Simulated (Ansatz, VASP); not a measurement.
One calculation of CdSe, two programs

File INCAR:

```
PREC = Accurate
ENCUT = 600
EDIFF = 1E-6
ISMEAR = 0
SIGMA = 0.01
LREAL = False
LASPH = True
NELM = 60
ALGO = Fast
ISIF = 3
LWAVE = False
LCHARG = False
GGA = CA
IBRION = 2
NSW = 100
EDIFFG = -0.005
```

File KPOINTS:

```
regular mesh
0
Gamma
  10 10 10
```

File POSCAR:

```
CdSe
1.0
    0.0000000000      3.0702711986      3.0702711986
    3.0702711986      0.0000000000      3.0702711986
    3.0702711986      3.0702711986      0.0000000000
Cd Se
1 1
Direct
    0.0000000000      0.0000000000      0.0000000000
    0.7500000000      0.7500000000      0.7500000000
```

Input for Ansatz:

```yaml
crystal:
  lattice:
    - [0.0, 3.0702711986, 3.0702711986]
    - [3.0702711986, 0.0, 3.0702711986]
    - [3.0702711986, 3.0702711986, 0.0]
  atoms:
    - { symbol: Cd, position: [0.0, 0.0, 0.0] }
    - { symbol: Se, position: [0.75, 0.75, 0.75] }
basis:
  ecutwfc: 420
kpoints:
  mp_grid: { grid: [10, 10, 10] }
hamiltonian:
  xc: lda
scf:
  occupations: { method: gaussian, width: 0.01 }
output:
  forces: true
  stress: true
  eigenvalues: true
  write_density: true
  write_potential: true
  elf: true
  volumetric_format: npy
relax:
  adjacent_minimum: "off"
  f_tol: 0.005
  max_steps: 80
  cell: { stress_tol: 0.05 }
```

Measurements of this composition are mostly on another form, of space group No. 186.

Alike in both runs: task relaxation of cell and atoms; functional LDA; k mesh 10 × 10 × 10; occupations gaussian, width 0.01 eV; no spin polarisation.

```csv
,VASP,Ansatz
version,VASP 6.6.1,Ansatz 0.2.0
potentials or method,"VASP PAW LDA potentials, release 64 (Cd, Se)","scalar-relativistic, plane waves, PAW"
plane-wave cutoff (eV),600,420
valence electrons in the cell,18,36
```

```csv
,VASP,Ansatz,Ansatz less VASP
"gap on the k mesh at the Fermi level, each at its own relaxed structure (eV)",0.42,0.40,-0.019
relaxed volume (Å³/atom),27.31,27.11,-0.201
relaxed cell length with the largest relative difference (Å),4.259,4.248,-0.0105
energy change over the relaxation (meV/atom),-16,-20,-4.1
```

The two sets of potentials don't hold the same shells in valence.
